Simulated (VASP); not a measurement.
Wanted: the native input for a VASP 6.6.1 run.

```
Task                   : band structure
Functional             : PBE
Potentials or basis    : VASP PAW PBE potentials, release 64 (Ge_d, Se)
Cutoff                 : 520 eV
k mesh                 : 4 × 8 × 6
Occupations            : gaussian, width 0.03 eV
Spin                   : no spin polarisation
Further INCAR settings : ALGO = Normal; EDIFF = 1e-06; NBANDS = 50
```

The structure of GeSe lies in POSCAR:

```
GeSe                                    
1.0
   10.9655862498      0.0000000000      0.0000000000
    0.0000000000      3.8827657750      0.0000000000
    0.0000000000     -0.0000000000      4.4200472921
  Ge              Se            
     4     4
Direct
     0.1233927516312001    0.7500000000000000    0.8875163003595742
     0.6233927516312001    0.7500000000000000    0.6124836996404259
     0.3766072483687999    0.2500000000000000    0.3875163003595742
     0.8766072483687999    0.2500000000000000    0.1124836996404258
     0.8548942551904906    0.7500000000000000    0.5018587096336309
     0.3548942551904906    0.7500000000000000    0.9981412903663692
     0.6451057448095094    0.2500000000000000    0.0018587096336308
     0.1451057448095094    0.2500000000000000    0.4981412903663692
```

The input as run:

INCAR

```
SYSTEM = GeSe
PREC = Accurate
ENCUT = 520
EDIFF = 1E-6
ISMEAR = 0
SIGMA = 0.03
LREAL = .False.
LASPH = .True.
NELM = 80
ALGO = Normal
ISIF = 2
LWAVE = .False.
LCHARG = .False.
GGA = PE
NBANDS = 50
KPAR = 2
```

KPOINTS

```
regular mesh
0
Gamma
  4 8 6
  0 0 0
```

KPOINTS_OPT

```
explicit points
198
Reciprocal
 0.0000000000  0.0000000000  0.0000000000 1
 0.0000000000  0.0555555556  0.0000000000 1
 0.0000000000  0.1111111111  0.0000000000 1
 0.0000000000  0.1666666667  0.0000000000 1
 0.0000000000  0.2222222222  0.0000000000 1
 0.0000000000  0.2777777778  0.0000000000 1
[... 190 lines left out ...]
 0.0000000000  0.5000000000  0.0243984500 1
 0.0000000000  0.5000000000 -0.0243984500 1
```

Potentials or basis: VASP PAW PBE potentials, release 64 (Ge_d, Se).

The run is started by

```sh
$ cat potpaw_PBE.64/Ge_d/POTCAR potpaw_PBE.64/Se/POTCAR > POTCAR
$ mpirun -np 2 vasp_std > vasp.out
```

It gave:

The pressure is 0.9 GPa and the largest force is 0.017 eV/Å. The band gap on the k mesh is 0.71 eV, indirect (least direct gap 0.92 eV) and the band gap along the path is 0.71 eV, indirect (least direct gap 0.92 eV).

Run time: 7.9 min on 2 MPI ranks on Intel(R) Xeon(R) Platinum 8559C (Emerald Rapids) (shared host), peak memory 0.82 GiB a rank.
